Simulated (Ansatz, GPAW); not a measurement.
This is a calculation of CuI (Marshite) for Ansatz 0.2.0. 

The input input.yaml:

```yaml
crystal:
  lattice:
    - [0.0, 3.0315, 3.0315]
    - [3.0315, 0.0, 3.0315]
    - [3.0315, 3.0315, 0.0]
  atoms:
    - { symbol: I, position: [0.0, 0.0, 0.0] }
    - { symbol: Cu, position: [0.75, 0.75, 0.75] }
kpoints:
  mp_grid: { grid: [8, 8, 8] }
scf:
  occupations: { method: gaussian, width: 0.03 }
hamiltonian:
  xc: pbe
  pseudopotentials: { kind: all_electron, lapw: { basis_error: 0.001 } }
output:
  forces: true
  stress: true
  eigenvalues: true
```

Potentials or basis: all-electron LAPW, scalar-relativistic.

Run with:

```console
$ ansatz run input.yaml --threads 1 --pin off --max-ram 3072MiB --backend cpu --events-out ev --progress --plain --runs-dir out
```

Task: What does the same run look like in GPAW 26.7.0 (ASE script)? Potentials or basis there: GPAW PAW data sets (gpaw-data 1.2.1), cutoff 600 eV.

Result: As run (cutoffs and basis follow the program's own potentials, and thresholds, step limits or extra output files can differ):

The input run.py:

```python
from ase import Atoms
from ase.dft.bandgap import bandgap
from ase.io import write
from ase.units import Bohr, GPa
from gpaw import GPAW, PW
from gpaw.elf import elf_from_dft_calculation

atoms = Atoms(['I', 'Cu'],
              cell=[[0.0, 3.0315, 3.0315],
                    [3.0315, 0.0, 3.0315],
                    [3.0315, 3.0315, 0.0]],
              scaled_positions=[[0.0, 0.0, 0.0],
                                [0.75, 0.75, 0.75]],
              pbc=True)

calc = GPAW(mode=PW(600),
            xc='PBE',
            kpts={'size': (8, 8, 8), 'gamma': True},
            occupations={'name': 'methfessel-paxton', 'order': 0, 'width': 0.03},
            nbands=19,
            convergence={'density': 1e-05, 'energy': 1e-05},
            maxiter=150,
            txt='gpaw.txt')
atoms.calc = calc
energy = atoms.get_potential_energy()
forces = atoms.get_forces()
stress = atoms.get_stress()
calc.write('gs.gpw')
write('result.traj', atoms)
print(f'Energy: {energy:.6f} eV')
print('Forces (eV/A):')
print(forces.round(4))
print('Stress (GPa):', (stress / GPa).round(3))
print('Fermi level:', round(calc.get_fermi_level(), 4), 'eV')
print(f'Gap: {bandgap(calc)[0]:.4f} eV, direct: {bandgap(calc, direct=True)[0]:.4f} eV')

# fields on the real-space grid
write('density.cube', atoms, data=calc.get_pseudo_density() * Bohr**3)
write('potential.cube', atoms, data=calc.get_electrostatic_potential())
write('elf.cube', atoms, data=elf_from_dft_calculation(calc).data)
```

Potentials or basis: GPAW PAW data sets (gpaw-data 1.2.1), pw.

Launch:

```bash
$ OMP_NUM_THREADS=1 python run.py
```

Both were run:

|  | Ansatz | GPAW |
| --- | --- | --- |
| Pressure | 0.3 GPa | 0.9 GPa |

Where Ansatz's input types no cutoff or centring, it takes its own default and a Γ-centred mesh.

Pressure is positive in compression.
